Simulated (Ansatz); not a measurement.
## Ti under changes of volume

One of the cells (16.731 Å³/atom); the others are scaled copies at fixed shape and fractional positions:

```
Ti
1.0
     0.00000    2.03000    2.03000
     2.03000    0.00000    2.03000
     2.03000    2.03000    0.00000
Ti
1
Direct
  0.00000 0.00000 0.00000
```

This isn't the form of Ti at room conditions, which is hcp.

```yaml
Program: Ansatz 0.2.0
Functional: revPBE
Potentials_or_basis: PseudoDojo stringent (PBEsol files)
Cutoff: 1143 eV
Density_cutoff: 4572 eV
k_mesh: 11 × 11 × 11
Occupations: fermi-dirac, width 0.01 eV
Spin: no spin polarisation
```

| volume (Å³/atom) | energy over the lowest point (meV/atom) | pressure (GPa) |
| --- | --- | --- |
| 15.727 | 80.97 | 14.7 |
| 16.062 | 53.50 | 11.6 |
| 16.396 | 32.30 | 8.7 |
| 16.731 | ? | ? |
| 17.065 | 6.72 | 3.7 |
| 17.400 | 1.30 | 1.6 |
| 17.735 | 0.00 | -0.3 |

Question: What does the run at 16.731 Å³/atom give?

Answer: Energy over the lowest point 16.87 meV/atom; pressure 6.1 GPa.

Worked out: A Birch-Murnaghan fit of order 3 (a polynomial in V^(-2/3)) to the other rows has its minimum at 17.67 Å³/atom with B0 = V·E''(V) = 99 GPa and B' = 4.2. It gives 16.92 meV/atom at 16.731 Å³/atom, against the run's 16.87, and -dE/dV = 6.1 GPa, against 6.1.

Energies are extrapolated to zero smearing.

Caveats: the potentials were made for another functional, which shifts forces and pressure.
